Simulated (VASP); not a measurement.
# Mo3P2 (Fmmm) in VASP: further runs, part 2 of 2

VASP 6.6.1.

## (4) Single point, PBE

This run uses another cell than the first one, of 19.07 Å³/atom, 1.311 times its volume.

Contents of INCAR:

```
  ALGO = Fast
  EDIFF = 1E-6
  ENCUT = 520
  GGA = PE
  ISIF = 2
  ISMEAR = 0
  LASPH = T
  LCHARG = T
  LELF = T
  LREAL = F
  LVHAR = T
  LWAVE = F
  NBANDS = 63
  NELM = 100
  PREC = Accurate
  SIGMA = 0.1
```

Contents of KPOINTS:

```
k-points
0
Gamma
  4 4 4
```

Contents of POSCAR:

```
Mo3P2
1.0
    0.0000000000      4.0662861382      6.1700757095
    3.8001491655      0.0000000000      6.1700757095
    3.8001491655      4.0662861382      0.0000000000
Mo P
6 4
Direct
    0.7197000000      0.1333000000      0.2803000000
    0.8667000000      0.2803000000      0.1333000000
    0.2803000000      0.8667000000      0.7197000000
    0.1333000000      0.7197000000      0.8667000000
    0.8519000000      0.8519000000      0.1481000000
    0.1481000000      0.1481000000      0.8519000000
    0.7180000000      0.2820000000      0.7180000000
    0.2820000000      0.7180000000      0.2820000000
    0.2500000000      0.2500000000      0.2500000000
    0.7500000000      0.7500000000      0.7500000000
```

Potentials or basis: VASP PAW PBE potentials, release 64 (Mo_sv, P).

Launch:

```
> cat potpaw_PBE.64/Mo_sv/POTCAR potpaw_PBE.64/P/POTCAR > POTCAR
> mpirun -np 1 vasp_std > vasp.out
```

OUTCAR:

```text
EDIFF = 1E-6
   ENCUT = 520
   GGA = PE
   ISIF = 2
   ISMEAR = 0
   LASPH = T
   LREAL = F
   NELM = 100
   PREC = Accurate

 ion  position               nearest neighbor table
   1  0.720  0.133  0.280-   2 1.81   5 1.82   8 2.92   7 2.92   7 2.99   8 2.99  10 3.00   9 3.00
                             4 3.14   6 3.15
   2  0.867  0.280  0.133-   1 1.81   6 1.82   7 2.92   8 2.92   7 2.99   8 2.99   9 3.00  10 3.00
                             3 3.14   5 3.15
   3  0.280  0.867  0.720-   4 1.81   6 1.82   7 2.92   8 2.92   7 2.99   8 2.99   9 3.00  10 3.00
                             2 3.14   5 3.15
   4  0.133  0.720  0.867-   3 1.81   5 1.82   8 2.92   7 2.92   7 2.99   8 2.99  10 3.00   9 3.00
                             1 3.14   6 3.15
   5  0.852  0.852  0.148-   1 1.82   4 1.82   7 2.93   8 2.93   9 3.05   9 3.05  10 3.05  10 3.05
                             2 3.15   3 3.15
   6  0.148  0.148  0.852-   2 1.82   3 1.82   7 2.93   8 2.93  10 3.05  10 3.05   9 3.05   9 3.05
                             1 3.15   4 3.15
   7  0.718  0.282  0.718-   3 2.92   2 2.92   1 2.92   4 2.92   6 2.93   5 2.93   3 2.99   2 2.99
                             1 2.99   4 2.99
   8  0.282  0.718  0.282-   4 2.92   1 2.92   3 2.92   2 2.92   5 2.93   6 2.93   3 2.99   2 2.99
                             1 2.99   4 2.99
   9  0.250  0.250  0.250-   1 3.00   2 3.00   3 3.00   4 3.00   5 3.05   5 3.05   6 3.05   6 3.05

  10  0.750  0.750  0.750-   1 3.00   2 3.00   3 3.00   4 3.00   6 3.05   6 3.05   5 3.05   5 3.05

  LATTYP: Found a face centered orthorhombic cell.
 ALAT       =     7.6002983310
 B/A-ratio  =     1.0700332964
 C/A-ratio  =     1.6236403996

  Lattice vectors:

 A1 = (   0.0000000000,   4.0662861382,   6.1700757095)
 A2 = (   3.8001491655,   0.0000000000,   6.1700757095)
 A3 = (   3.8001491655,   4.0662861382,   0.0000000000)

Analysis of symmetry for initial positions (statically):
=====================================================================
 Subroutine PRICEL returns:
 Original cell was already a primitive cell.

 Routine SETGRP: Setting up the symmetry group for a
[... 160 lines left out ...]
 non-spin polarized calculation
 RMM-DIIS sequential band-by-band and
 Gauss-broadening in eV      SIGMA  =   0.10
  energy-cutoff  :      520.00
  volume of cell :      190.69
 maximum number of plane-waves:      5153
 NGX is ok and might be reduce to    56
   NGX = 27   NGY = 27   NGZ = 21

 number of electron     104.0000000 magnetization

 Free energy of the ion-electron system (eV)
  ---------------------------------------------------
  ext. energy  EPLUGINS =         0.00000000
  ---------------------------------------------------
  free energy    TOTEN  =       -53.35301564 eV

  energy without entropy =      -53.31750462  energy(sigma->0) =      -53.33526013

 E-fermi :   8.0871     XC(G=0): -10.9332

 val. band max:        8.0501774147   @ k =   0.0000   0.5000   0.5000
 cond. band min:       8.0995321674   @ k =   0.5000   0.2500   0.2500
 fundamental gap:      0.0493547527
 Fermi energy:         8.0870867974

 k-point     1 :       0.0000    0.0000    0.0000
  band No.  band energies     occupation
      1     -55.8307      2.00000
      2     -54.8536      2.00000
      3     -54.8262      2.00000
      4     -52.5325      2.00000
      5     -52.4541      2.00000
      6     -50.9973      2.00000
[... 1177 lines left out ...]
     62      11.2389      0.00000
     63      11.7303      0.00000

------------------------ aborting loop because EDIFF is reached ----------------------------------------

  FORCE on cell =-STRESS in cart. coord.  units (eV):
  Direction    XX          YY          ZZ          XY          YZ          ZX
  --------------------------------------------------------------------------------------
  -------------------------------------------------------------------------------------
  Total      112.4527389     -4.6733663    115.2049953     -0.0000000      0.0000000      0.0000000
  in kB      944.8471367    -39.2664225    967.9720650     -0.0000000      0.0000000      0.0000000
  external PRESSURE =     624.5175931 kB  Pullay stress =       0.0000000 kB

 VOLUME and BASIS-vectors are now :
 -----------------------------------------------------------------------------
  energy-cutoff  :      520.00
  volume of cell :      190.69
      direct lattice vectors                 reciprocal lattice vectors
     0.000000000  4.066286138  6.170075709    -0.131573783  0.122962326  0.081036283
     3.800149166  0.000000000  6.170075709     0.131573783 -0.122962326  0.081036283
     3.800149166  4.066286138  0.000000000     0.131573783  0.122962326 -0.081036283

 POSITION                                       TOTAL-FORCE (eV/Angst)
 -----------------------------------------------------------------------------------
      1.57174      4.06629      5.26307        19.223734      0.000000    -11.700716
      1.57174      4.06629      7.07708        19.223734      0.000000     11.700716
      6.02856      4.06629      7.07708       -19.223734      0.000000     11.700716
      6.02856      4.06629      5.26307       -19.223734      0.000000    -11.700716
      3.80015      4.06629     10.51257        -0.000000      0.000000    -22.445202
      3.80015      4.06629      1.82758        -0.000000      0.000000     22.445202
      3.80015      5.83919      6.17008        -0.000000     -0.720431      0.000000
      3.80015      2.29339      6.17008        -0.000000      0.720431      0.000000
      1.90007      2.03314      3.08504        -0.000000     -0.000000     -0.000000
      5.70022      6.09943      9.25511        -0.000000      0.000000      0.000000
 -----------------------------------------------------------------------------------
    total drift:                                0.000000      0.000000      0.000000

  FREE ENERGIE OF THE ION-ELECTRON SYSTEM (eV)
  ---------------------------------------------------
  free  energy   TOTEN  =       -53.3530156370 eV

  energy  without entropy=      -53.3175046209  energy(sigma->0) =      -53.33526013
```

OSZICAR:

```text
N       E                     dE             d eps       ncg     rms          rms(c)
DAV:   1     0.123775143737E+04    0.12378E+04   -0.63281E+04  2468   0.162E+03
DAV:   2    -0.104858873685E+00   -0.12379E+04   -0.12079E+04  2554   0.488E+02
DAV:   3    -0.554365575822E+02   -0.55332E+02   -0.53932E+02  2865   0.934E+01
DAV:   4    -0.568378270110E+02   -0.14013E+01   -0.13881E+01  2752   0.130E+01
DAV:   5    -0.568700892558E+02   -0.32262E-01   -0.32207E-01  2794   0.186E+00    0.144E+02
RMM:   6    -0.536520089787E+02    0.32181E+01   -0.10746E+01  2448   0.101E+01    0.845E+01
RMM:   7    -0.536592198733E+02   -0.72109E-02   -0.49748E+00  2551   0.850E+00    0.309E+00
RMM:   8    -0.533779421386E+02    0.28128E+00   -0.99673E-01  2624   0.378E+00    0.163E+00
RMM:   9    -0.533521819758E+02    0.25760E-01   -0.23867E-01  2711   0.172E+00    0.607E-01
RMM:  10    -0.533528229270E+02   -0.64095E-03   -0.46486E-02  2868   0.689E-01    0.260E-01
RMM:  11    -0.533529862842E+02   -0.16336E-03   -0.77034E-03  2914   0.310E-01    0.168E-01
RMM:  12    -0.533529901270E+02   -0.38429E-05   -0.15280E-03  2975   0.143E-01    0.443E-02
RMM:  13    -0.533530079727E+02   -0.17846E-04   -0.39378E-04  2925   0.719E-02    0.229E-02
RMM:  14    -0.533530163360E+02   -0.83634E-05   -0.91106E-05  3157   0.332E-02    0.970E-03
RMM:  15    -0.533530155224E+02    0.81364E-06   -0.19476E-05  2646   0.171E-02    0.417E-03
RMM:  16    -0.533530156370E+02   -0.11459E-06   -0.44366E-06  2095   0.718E-03
   1 F= -.53353016E+02 E0= -.53335260E+02  d E =-.355110E-01
```

stdout:

```text
POSCAR found type information on POSCAR MoP
 POSCAR found :  2 types and      10 ions
 scaLAPACK will be used
 LDA part: xc-table for (Slater+PW92), standard interpolation
 POSCAR, INCAR and KPOINTS ok, starting setup
 FFT: planning ... GRIDC
 FFT: planning ... GRID_SOFT
 FFT: planning ... GRID
 WAVECAR not read
 entering main loop
```

It took 5.6 min on 1 thread of Intel Xeon Platinum 8259CL at 2.50GHz (Skylake/Cascade Lake), shared host; peak memory 0.42 GiB.

What came out:

* Free energy: -53.3530 eV
* Pressure: 62.5 GPa
* Largest force: 22.505 eV/Å
* Band gap on the k mesh: none (metal or under the smearing width)

Forces on the atoms (eV/Å):
```
Mo   19.224   0.000 -11.701
Mo   19.224   0.000  11.701
Mo  -19.224   0.000  11.701
Mo  -19.224   0.000 -11.701
Mo    0.000   0.000 -22.445
Mo    0.000   0.000  22.445
P     0.000  -0.720   0.000
P     0.000   0.720   0.000
P     0.000   0.000   0.000
P     0.000   0.000   0.000
```

Caveat: a pressure of tens of GPa on the cell as given is suspect, and the run, the potentials or the cell itself is likely at fault; forces of over 1 eV/Å show positions far from the minimum, so gaps and moduli don't describe the material at rest.

## (5) The runs side by side

```tsv
cell	k mesh	mesh quality	gap on the mesh (eV)	pressure (GPa)	largest force (eV/Å)
Fmmm, 14.54 Å³/atom	4 × 4 × 4	coarse	none	0.3	0.06
R-3c, 15.33 Å³/atom	6 × 6 × 6	not flagged	none	0.2	0.01
Fmmm, 19.07 Å³/atom	4 × 4 × 4	not flagged	none	62.5	22.50
```

Alike in all rows: task single point; level PBE; potentials or basis VASP PAW PBE potentials, release 64 (Mo_sv, P); no spin polarisation; cutoff (eV) 520; smearing gaussian 0.1 eV.

Caveats: some runs use coarse meshes; a pressure of tens of GPa on the cell as given is suspect, and the run, the potentials or the cell itself is likely at fault (some runs); forces of over 1 eV/Å show positions far from the minimum, so gaps and moduli don't describe the material at rest (some runs).

Absolute energies hang on the potentials; compare differences alone.
